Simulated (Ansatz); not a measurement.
LiI:
```
CELL_PARAMETERS angstrom
      0.00000     3.00978     3.00978
      3.00978     0.00000     3.00978
      3.00978     3.00978     0.00000
ATOMIC_POSITIONS crystal
  Li 0.00000 0.00000 0.00000
  I  0.50000 0.50000 0.50000
```

Tensor components refer to the Cartesian frame of this cell.

### Question
Give the high-frequency dielectric tensor and the Born effective charge tensors of the independent atoms from DFPT, DFT-PBE in the program Ansatz with PAW potentials.

### Answer

ε∞:
```
4.12  0.00  0.00
0.00  4.12  0.00
0.00  0.00  4.12
```
Z* of atom 1 (Li), rows: field, columns: displacement, in e:
```
1.32  0.00  0.00
0.00  1.32  0.00
0.00  0.00  1.32
```
Z* of atom 2 (I), rows: field, columns: displacement, in e:
```
-1.32   0.00   0.00
 0.00  -1.32   0.00
 0.00   0.00  -1.32
```

Static charges for comparison (Bader): Li1 +0.89, I2 -0.89 e. Born charges measure polarisation by displacement and can exceed these by far.

Space group Fm-3m (rock salt). The cell was relaxed with PBE under the symmetry of its start; phonons on a q-mesh show no instability. Spin–orbit coupling is left out wherever it is not named.

Potentials: the later of the program's two PAW sets.
